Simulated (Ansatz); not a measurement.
# Si: the cost of one run

Computed with Ansatz 0.2.0 (DFT PBEsol, scalar-relativistic, plane waves, PAW, unless a step's input says otherwise).

4 further runs of the same task are left out: 4 set aside as unsound or not needed. Runs told in other sessions of the task aren't counted.

## Step 1: The system as given

It takes space group I4/mmm (No. 139, tetragonal). The conventional cell has a = 6.644 Å, b = 6.644 Å, c = 3.837 Å, α = 90.00°, β = 90.00°, γ = 90.00°. Si (site symmetry m2m) has 4 Si at 2.34 to 2.38 Å in its first shell of neighbours.

Coordinates:

```cif
data_structure
_symmetry_space_group_name_H-M 'P 1'
_symmetry_Int_Tables_number 1
_cell_length_a 5.0750
_cell_length_b 5.0750
_cell_length_c 5.0750
_cell_angle_alpha 98.218
_cell_angle_beta 98.218
_cell_angle_gamma 135.572
_cell_volume 84.71
loop_
_atom_site_label
_atom_site_type_symbol
_atom_site_fract_x
_atom_site_fract_y
_atom_site_fract_z
_atom_site_occupancy
Si1 Si 0.17873 0.17873 0.35746 1
Si2 Si 0.82127 0.82127 0.64254 1
Si3 Si 0.17873 0.82127 0.00000 1
Si4 Si 0.82127 0.17873 0.00000 1
```

It goes back to an entry of the Materials Project, which need not be the stable form.

It is the result of an earlier relaxation at this level (volume 21.18 Å³/atom; gap on the mesh: 0.24 eV).

## Step 2: The scan

The energy is mapped over two normal modes frozen in (zone-centre modes of the cell shown, which folds in the wave vector (0, 0, 1/2) of the primitive cell).

The axes are (1) amplitude of mode 4 (121 cm⁻¹), largest displacement: 11 values from −0.442 Å; (2) amplitude of mode 7 (135 cm⁻¹), largest displacement: 11 values from −0.283 Å.

Nothing else is relaxed (the cell and all other modes fixed). Energies count from the relaxed high-symmetry cell. Points are written as (first, second).

The modes come from a phonon run on the reference cell, made beforehand.

Displacement patterns for an amplitude of 1 (Å):

| atom | x1 | y1 | z1 | x2 | y2 | z2 |
| --- | --- | --- | --- | --- | --- | --- |
| Si1 | 0.000 | 0.000 | 0.080 | 0.000 | 0.000 | 1.000 |
| Si2 | 0.000 | 0.000 | -0.080 | 0.000 | 0.000 | 1.000 |
| Si3 | 0.000 | 0.000 | -0.080 | 0.000 | 0.000 | 1.000 |
| Si4 | 0.000 | 0.000 | 0.080 | 0.000 | 0.000 | 1.000 |
| Si5 | 0.000 | 0.000 | 1.000 | 0.000 | 0.000 | -1.000 |
| Si6 | 0.000 | 0.000 | -1.000 | 0.000 | 0.000 | -1.000 |
| Si7 | 0.000 | 0.000 | 1.000 | 0.000 | 0.000 | -1.000 |
| Si8 | 0.000 | 0.000 | -1.000 | 0.000 | 0.000 | -1.000 |

## Step 3: Point (−0.442 Å, −0.057 Å)

input.yaml

```yaml
crystal:
  lattice:
    - [0.0, 0.0, 3.8373624245]
    - [3.3221878745, -3.3221878745, -1.9186812122]
    - [6.644375749, 6.644375749, 0.0]
  atoms:
    - { symbol: Si, position: [-0.023960626, 0.0, 0.1787304307] }
    - { symbol: Si, position: [0.4944611971, 0.0, 0.6787304307] }
    - { symbol: Si, position: [0.4944611971, 0.0, 0.3212695693] }
    - { symbol: Si, position: [-0.023960626, 0.0, 0.8212695693] }
    - { symbol: Si, position: [0.7208360013, 0.6425391386, 0.0] }
    - { symbol: Si, position: [0.4512025662, 0.6425391386, 0.5] }
    - { symbol: Si, position: [0.0782968627, 0.3574608614, 0.0] }
    - { symbol: Si, position: [0.8086634276, 0.3574608614, 0.5] }
basis:
  ecutwfc: 420
kpoints:
  mp_grid: { grid: [10, 10, 4] }
hamiltonian:
  xc: pbesol
  pseudopotentials: { kind: paw, azcp: { folder: soft_1 } }
scf:
  occupations: { method: gaussian, width: 0.03 }
output:
  forces: true
  stress: true
  eigenvalues: true
```

On the command line:

```
$ ansatz run input.yaml --threads 2 --pin off --max-ram 4096MiB --backend cpu --events-out ev --progress --plain --runs-dir out
```

**Question.** How long does this run take on 2 threads of Arm Neoverse N1, shared host, and how much memory does it need?

About 31 s, with a peak of 0.55 GiB.
